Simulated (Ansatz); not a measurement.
# HC24: the cost of one run

Computed with Ansatz 0.2.0 (DFT PBE+D3(BJ), scalar-relativistic, plane waves, PAW, unless a step's input says otherwise).

## Step 1: The starting structure

It takes space group Pmm2 (No. 25, orthorhombic). The conventional cell has a = 7.392 Å, b = 17.071 Å, c = 22.000 Å, α = 90.00°, β = 90.00°, γ = 90.00°. Around C (site symmetry m) lie 1 H at 1.12 Å. C (site symmetry 1) has 3 C at 1.42 to 1.47 Å as nearest neighbours. C (site symmetry m) has 3 C at 1.42 to 1.47 Å as nearest neighbours. C (site symmetry 1) has 3 C at 1.42 Å as nearest neighbours. C (site symmetry m) is surrounded by 3 C at 1.42 Å. Only part of the 17 independent sites is listed.

Coordinates:

```xyz
50
Lattice="7.3920 0.0000 0.0000 0.0000 17.0711 0.0000 0.0000 0.0000 22.0000" Properties=species:S:1:pos:R:3 pbc="T T T"
C     0.0000    0.0000   10.3500
C     1.2320    0.7113   10.0000
C     1.2320    2.1339   10.0000
C     0.0000    2.8452   10.3500
C     0.0000    4.2678   10.0000
C     1.2320    4.9791   10.0000
C     1.2320    6.4017   10.0000
C     0.0000    7.1130   10.0000
C     0.0000    8.5355   10.0000
C     1.2320    9.2468   10.0000
C     1.2320   10.6694   10.0000
C     0.0000   11.3807   10.0000
C     0.0000   12.8033   10.0000
C     1.2320   13.5146   10.0000
C     1.2320   14.9372   10.0000
C     0.0000   15.6485   10.0000
C     2.4640    0.0000   10.0000
C     3.6960    0.7113   10.0000
C     3.6960    2.1339   10.0000
C     2.4640    2.8452   10.0000
C     2.4640    4.2678   10.0000
C     3.6960    4.9791   10.0000
C     3.6960    6.4017   10.0000
C     2.4640    7.1130   10.0000
C     2.4640    8.5355   10.0000
C     3.6960    9.2468   10.0000
C     3.6960   10.6694   10.0000
C     2.4640   11.3807   10.0000
C     2.4640   12.8033   10.0000
C     3.6960   13.5146   10.0000
C     3.6960   14.9372   10.0000
C     2.4640   15.6485   10.0000
C     4.9280    0.0000   10.0000
C     6.1600    0.7113   10.0000
C     6.1600    2.1339   10.0000
C     4.9280    2.8452   10.0000
C     4.9280    4.2678   10.0000
C     6.1600    4.9791   10.0000
C     6.1600    6.4017   10.0000
C     4.9280    7.1130   10.0000
C     4.9280    8.5355   10.0000
C     6.1600    9.2468   10.0000
C     6.1600   10.6694   10.0000
C     4.9280   11.3807   10.0000
C     4.9280   12.8033   10.0000
C     6.1600   13.5146   10.0000
C     6.1600   14.9372   10.0000
C     4.9280   15.6485   10.0000
H     0.0000    0.0000   11.4700
H     0.0000    2.8452   11.4700
```

## Step 2: Relaxing the atoms: H2C48 slab, no spin

input.yaml reads:

```yaml
crystal:
  lattice:
    - [7.392, 0.0, 0.0]
    - [0.0, 17.0710927594, 0.0]
    - [0.0, 0.0, 22.0]
  atoms:
    - { symbol: C, position: [0.0, 0.0, 0.4704545455] }
    - { symbol: C, position: [0.1666666667, 0.0416666667, 0.4545454545] }
    - { symbol: C, position: [0.1666666667, 0.125, 0.4545454545] }
    - { symbol: C, position: [0.0, 0.1666666667, 0.4704545455] }
    - { symbol: C, position: [0.0, 0.25, 0.4545454545] }
    - { symbol: C, position: [0.1666666667, 0.2916666667, 0.4545454545] }
    - { symbol: C, position: [0.1666666667, 0.375, 0.4545454545] }
    - { symbol: C, position: [0.0, 0.4166666667, 0.4545454545] }
    - { symbol: C, position: [0.0, 0.5, 0.4545454545] }
    - { symbol: C, position: [0.1666666667, 0.5416666667, 0.4545454545] }
    - { symbol: C, position: [0.1666666667, 0.625, 0.4545454545] }
    - { symbol: C, position: [0.0, 0.6666666667, 0.4545454545] }
    - { symbol: C, position: [0.0, 0.75, 0.4545454545] }
    - { symbol: C, position: [0.1666666667, 0.7916666667, 0.4545454545] }
    - { symbol: C, position: [0.1666666667, 0.875, 0.4545454545] }
    - { symbol: C, position: [0.0, 0.9166666667, 0.4545454545] }
    - { symbol: C, position: [0.3333333333, 0.0, 0.4545454545] }
    - { symbol: C, position: [0.5, 0.0416666667, 0.4545454545] }
    - { symbol: C, position: [0.5, 0.125, 0.4545454545] }
    - { symbol: C, position: [0.3333333333, 0.1666666667, 0.4545454545] }
    - { symbol: C, position: [0.3333333333, 0.25, 0.4545454545] }
    - { symbol: C, position: [0.5, 0.2916666667, 0.4545454545] }
    - { symbol: C, position: [0.5, 0.375, 0.4545454545] }
    - { symbol: C, position: [0.3333333333, 0.4166666667, 0.4545454545] }
    - { symbol: C, position: [0.3333333333, 0.5, 0.4545454545] }
    - { symbol: C, position: [0.5, 0.5416666667, 0.4545454545] }
    - { symbol: C, position: [0.5, 0.625, 0.4545454545] }
    - { symbol: C, position: [0.3333333333, 0.6666666667, 0.4545454545] }
    - { symbol: C, position: [0.3333333333, 0.75, 0.4545454545] }
    - { symbol: C, position: [0.5, 0.7916666667, 0.4545454545] }
    - { symbol: C, position: [0.5, 0.875, 0.4545454545] }
    - { symbol: C, position: [0.3333333333, 0.9166666667, 0.4545454545] }
    - { symbol: C, position: [0.6666666667, 0.0, 0.4545454545] }
    - { symbol: C, position: [0.8333333333, 0.0416666667, 0.4545454545] }
    - { symbol: C, position: [0.8333333333, 0.125, 0.4545454545] }
    - { symbol: C, position: [0.6666666667, 0.1666666667, 0.4545454545] }
    - { symbol: C, position: [0.6666666667, 0.25, 0.4545454545] }
    - { symbol: C, position: [0.8333333333, 0.2916666667, 0.4545454545] }
    - { symbol: C, position: [0.8333333333, 0.375, 0.4545454545] }
    - { symbol: C, position: [0.6666666667, 0.4166666667, 0.4545454545] }
    - { symbol: C, position: [0.6666666667, 0.5, 0.4545454545] }
    - { symbol: C, position: [0.8333333333, 0.5416666667, 0.4545454545] }
    - { symbol: C, position: [0.8333333333, 0.625, 0.4545454545] }
    - { symbol: C, position: [0.6666666667, 0.6666666667, 0.4545454545] }
    - { symbol: C, position: [0.6666666667, 0.75, 0.4545454545] }
    - { symbol: C, position: [0.8333333333, 0.7916666667, 0.4545454545] }
    - { symbol: C, position: [0.8333333333, 0.875, 0.4545454545] }
    - { symbol: C, position: [0.6666666667, 0.9166666667, 0.4545454545] }
    - { symbol: H, position: [0.0, 0.0, 0.5213636364] }
    - { symbol: H, position: [0.0, 0.1666666667, 0.5213636364] }
scf:
  occupations: { method: gaussian, width: 0.05 }
output:
  forces: true
  write_density: true
  write_potential: true
  elf: true
  volumetric_format: npy
hamiltonian:
  xc: pbe
  dispersion: d3bj
kpoints:
  mp_grid: { grid: [4, 2, 1] }
relax:
  f_tol: 0.01
  max_steps: 150
  constraints: [{ sites: [0] }]
```

The run is started by

```bash
$ ansatz run input.yaml --threads 8 --pin off --max-ram 14336MiB --backend cpu --events-out ev --progress --plain --runs-dir out
```

**Question.** How long does this run take on 8 threads of Intel Xeon 6975P-C (Granite Rapids), shared host, and how much memory does it need?

About 2.1 min, with a peak of 10 GiB.
